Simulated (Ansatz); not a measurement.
## BaTiO3, space group Pm-3m: a comparison of functionals at one structure, step by step

With the Ansatz DFT code, driven from Python.

Contents of `batio3.cif`:
```cif
data_BaTiO3
_cell_length_a 4.006000
_cell_length_b 4.006000
_cell_length_c 4.006000
_cell_angle_alpha 90.00000
_cell_angle_beta 90.00000
_cell_angle_gamma 90.00000
_symmetry_space_group_name_H-M 'P 1'
_symmetry_Int_Tables_number 1
loop_
_symmetry_equiv_pos_as_xyz
'x, y, z'
loop_
_atom_site_label
_atom_site_type_symbol
_atom_site_fract_x
_atom_site_fract_y
_atom_site_fract_z
Ba1 Ba    0.500000    0.500000    0.500000
Ti2 Ti    0.000000    0.000000    0.000000
O3 O    0.500000    0.000000    0.000000
O4 O    0.000000    0.500000    0.000000
O5 O    0.000000    0.000000    0.500000
```

Notebook, run cell by cell (the value of a cell's last expression is shown):

**Cell 1**
```python
import warnings

import ansatz as az
from ase.io import read
```

**Cell 2**
```python
warnings.simplefilter("ignore", az.DeckWarning)
```

**Cell 3**
```python
atoms = read("batio3.cif")
structure = az.Crystal.from_ase(atoms)
```

**Cell 4**
```python
structure.resolved().sites[-1]
```
Output:
```text
Site(symbol='O', position=(0.0, 0.0, 0.5), moment=None, axis=None, held=None, saved=None)
```

**Cell 5**
```python
job = (
    structure.calculation()
    .occupations(az.OccupationsMethod.FIXED)
    .basis(24 * az.Ha)
    .kpoints(4, 4, 4, center="monkhorst-pack")
    .scf(tolerance=1e-06, self_checks="high")
    .stress()
    .band_table()
)
```

**Cell 6**
```python
rows = []
for value in ["pbesol", "pbe", "revpbe", "r2scan", "rpbe"]:
    report = job.functional(value).run(threads=1, pin="off").report
    rows.append((value, report["free_energy_ev"] / len(report["lattice"]["sites"]), report["n_iterations"], sum(report["stress_gpa"][i][i] for i in range(3)) / 3, report["gap_by_band_count_ev"], report["n_kpoints"]))
```

**Cell 7**
```python
print("  functional   F/atom (eV)    iterations       P (GPa)  gap by band count (eV)      k-points")
for row in rows:
    print(f"{str(row[0]):>12s}  {row[1]:12.5f}  {row[2]:12d}  {row[3]:12.3f}  {row[4]:22.3f}  {row[5]:12d}")
```
Output:
```text
  functional   F/atom (eV)    iterations       P (GPa)  gap by band count (eV)      k-points
      pbesol   -2005.49444             6        -4.630                   2.454             4
         pbe   -2031.91946             6         1.628                   2.482             4
      revpbe   -2034.62098             6         4.740                   2.502             4
      r2scan   -2036.76336             7        -1.607                   2.822             4
        rpbe   -2035.70164             6         5.908                   2.510             4
```

From lowest to highest: PBEsol (-4.6 GPa), r2SCAN (-1.6 GPa), PBE (1.6 GPa), revPBE (4.7 GPa) and RPBE (5.9 GPa). At a fixed cell a lower pressure usually means a smaller equilibrium volume, so PBEsol prefers the smallest cell and RPBE the largest. Gaps by band count in the reports: PBEsol 2.45 eV, PBE 2.48 eV, revPBE 2.50 eV, r2SCAN 2.82 eV and RPBE 2.51 eV (Kohn-Sham values on this mesh, as a rule under measured gaps).

Reading the output:
- Spin is left out of this run.
- Semilocal gaps usually lie well under measured ones.
- The program warned that this SCF threshold is loose for forces or stresses.
- This mesh misses the zone centre, where many direct gaps lie, so the gap can be several times too large.
- This is a high-temperature or high-pressure form, not the ambient phase.
- Pressure is positive in compression.
- The starting cell is as deposited in a crystallographic database; the results hold for this polymorph, which needn't be the stable one.
- Gaps and levels are Kohn-Sham values on a finite set of k-points, without spin-orbit coupling.
- Total energies of different functionals can't be compared; pressures, moments and gaps at this one structure can.
- The script silences the warnings on its input, which a real study should read.
- The whole script took 9.4 s on 1 thread of Arm Neoverse V2, on a shared host, peak memory 0.66 GiB.
